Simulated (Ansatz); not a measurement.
SiC

The computed numbers are results of r²SCAN, scalar-relativistic (no spin polarisation) in the plane-wave PAW code Ansatz at 500 eV, Γ-centred 10×10×10 mesh; PAW files: Ansatz's generated set soft_2.

```
CELL_PARAMETERS angstrom
0.00000 2.17813 2.17813
2.17813 0.00000 2.17813
2.17813 2.17813 0.00000
ATOMIC_POSITIONS crystal
Si 0.00000 0.00000 0.00000
C 0.75000 0.75000 0.75000
```

The chain of runs began from a cell as deposited in COD, expanded in volume. Of that entry: the entry's cell lengths or inner coordinates differ somewhat from later room-temperature determinations.

Problem. What is the high-frequency dielectric tensor ε∞ (density-functional perturbation theory, local fields included)?

Solution. 6.52 (isotropic)

Problem. What is the static dielectric tensor, the lattice's part included?

Solution. 9.80 (isotropic)

Problem. Give the Born effective charges (a third of the trace, site by site).

Solution. Si 2.72; C -2.72 e.

Problem. List the optical modes at the zone centre without the LO–TO term, with degeneracy and infrared intensity.

Solution. 
| ω (cm⁻¹) | degeneracy | IR intensity ((D/Å)²/u) |
| --- | --- | --- |
| 799 | 3 | 60.84 |

Problem. Where do the optical modes lie for q → 0 along (0.00, 0.00, 1.00), with the long-range field?

Solution. 799 (×2), 979 cm⁻¹.

Problem. Sketch the imaginary part of the dielectric function for independent particles (no excitons, no local fields), averaged over directions.

Solution. On a grid of 0.25 eV up to 12 eV it peaks at 7.50 eV with ε2 = 25.0; the gap on the mesh is 1.71 eV, and the smallest direct one, where absorption can begin, 5.05 eV.
(ħω (eV), ε2): (0.00, 0.00), (0.50, 0.00), (1.00, 0.00), (1.50, 0.00), (2.00, 0.00), (2.50, 0.00), (3.00, 0.00), (3.50, 0.00), (4.00, 0.00), (4.50, 0.00), (5.00, 0.18), (5.50, 2.74), (6.00, 5.20), (6.50, 9.14), (7.00, 13.82), (7.50, 25.03), (8.00, 9.18), (8.50, 8.94), (9.00, 14.42), (9.50, 10.12), (10.00, 7.97), (10.50, 6.27), (11.00, 4.82), (11.50, 3.77), (12.00, 3.13)

An ε∞ of 6.52 means a refractive index of √ε∞ = 2.55 below the gap, far above the lattice modes.

With one infrared-active mode the Lyddane–Sachs–Teller relation ties the modes to the static constant, ε0 = 9.80, which is built from the same mode and Born charges: ω_LO = ω_TO √(ε0/ε∞) = 798.6 × √(9.80/6.52) = 979 cm⁻¹, and the run has a mode at 979 cm⁻¹.

Semilocal functionals make the gap too small and so ε∞ somewhat too large.
